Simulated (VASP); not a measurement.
Wanted: the native input for a VASP 6.6.1 run.

| Item | Value |
| --- | --- |
| Task | single point |
| Functional | PBEsol |
| Potentials or basis | VASP PAW PBE potentials, release 64 (Mo_sv, S) |
| Cutoff | 520 eV |
| k mesh | 6 × 6 × 6 |
| Occupations | gaussian, width 0.05 eV |
| Spin | collinear spin, random start |
| Starting moments | [0.03, 0.0, 0.0] μB |
| Hubbard terms | Mo d U = 5 eV |
| Further INCAR settings | ALGO = Fast; EDIFF = 1e-06; NBANDS = 24 |

The structure of MoS2 lies in POSCAR:

```
MoS2
1.0
    0.0000000000      2.9959514200      2.9959514200
    2.9959514200      0.0000000000      2.9959514200
    2.9959514200      2.9959514200      0.0000000000
Mo S
1 2
Direct
    0.0000000000      0.0000000000      0.0000000000
    0.2500000000      0.2500000000      0.2500000000
    0.7500000000      0.7500000000      0.7500000000
```

Measurements of this composition are mostly on another form, of space group No. 194.

One way to write it, as run:

INCAR

```
PREC = Accurate
ENCUT = 520
EDIFF = 1E-6
ISMEAR = 0
SIGMA = 0.05
LREAL = False
LASPH = True
NELM = 60
ALGO = Fast
ISIF = 2
LWAVE = False
LCHARG = False
ISPIN = 2
MAGMOM = 0.03 0 0
LORBIT = 11
LMAXMIX = 4
LDAU = True
LDAUTYPE = 2
LDAUL = 2 -1
LDAUU = 5 0
LDAUJ = 0 0
LDAUPRINT = 1
GGA = PS
NBANDS = 24
```

KPOINTS

```
regular mesh
0
Gamma
  6 6 6
```

Potentials or basis: VASP PAW PBE potentials, release 64 (Mo_sv, S).

Launch:

```sh
$ cat potpaw_PBE.64/Mo_sv/POTCAR potpaw_PBE.64/S/POTCAR > POTCAR
$ mpirun -np 1 vasp_std > vasp.out
```

Results of the run:

```json
{
 "Pressure": "0.2 GPa",
 "Band gap on the k mesh": "none (metal or under the smearing width)",
 "Net moment": "2.01 μB per cell",
 "Site moments": "Mo +2.17; S -0.15 μB",
 "Valence electrons inside the program's atomic spheres": "Mo 12.05; S 3.70"
}
```

Caveat: the PAW data sets were made with another functional, which shifts forces and pressure a little.

It took 69 s on 1 thread of AMD EPYC 7R43 64-Core Processor (Zen 3), on a shared host, peak memory 0.17 GiB.
